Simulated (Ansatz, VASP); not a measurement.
**One calculation of Se, two programs**

```
CELL_PARAMETERS angstrom
4.27707 0.00000 0.00000
-2.13853 3.70405 0.00000
0.00000 0.00000 4.85248
ATOMIC_POSITIONS crystal
Se 0.77460 0.77460 0.00000
Se 0.00000 0.22540 0.66667
Se 0.22540 0.00000 0.33333
```

Change from the starting cell: volume scaled by 0.94.

Alike in both runs: task single point; functional PBEsol; k mesh 7 × 7 × 6; occupations fermi-dirac, width 0.05 eV; no spin polarisation.

|  | VASP | Ansatz |
| --- | --- | --- |
| version | VASP 6.6.1 | Ansatz 0.2.0 |
| potentials or method | VASP PAW PBE potentials, release 64 (Se) | Ansatz PAW |
| plane-wave cutoff (eV) | 520 | 420 |
| valence electrons in the cell | 18 | 48 |

Ansatz gave:

| Quantity | Value |
| --- | --- |
| gap on the k mesh at the Fermi level (eV) | 1.08 |
| least direct gap on the mesh (eV) | 1.52 |
| pressure (GPa) | 4.2 |
| largest component of the traceless stress (GPa) | 2.55 |
| rms of the force components (eV/Å) | 0.567 |

Problem. What did VASP give for the same quantities?

Solution. gap on the k mesh at the Fermi level (eV): 1.07; least direct gap on the mesh (eV): 1.51; pressure (GPa): 4.5; largest component of the traceless stress (GPa): 2.66; rms of the force components (eV/Å): 0.602.

Atom by atom the forces differ by 0.035 eV/Å (rms over components). With one functional, cell and mesh, what is left measures potentials, basis and numerics. The two sets of potentials don't hold the same shells in valence.

Caveats: the PAW data sets were made with another functional, which shifts forces and pressure a little (VASP); an odd mesh through Γ misses points on the zone boundary, where band edges often lie (VASP); odd divisions of the mesh miss points on the zone boundary, where band edges often lie, so the gap on the mesh can be too wide (Ansatz); the PAW data sets come from PBE, with cores solved anew for the run's functional, which leaves a small shift of forces and pressure (Ansatz).
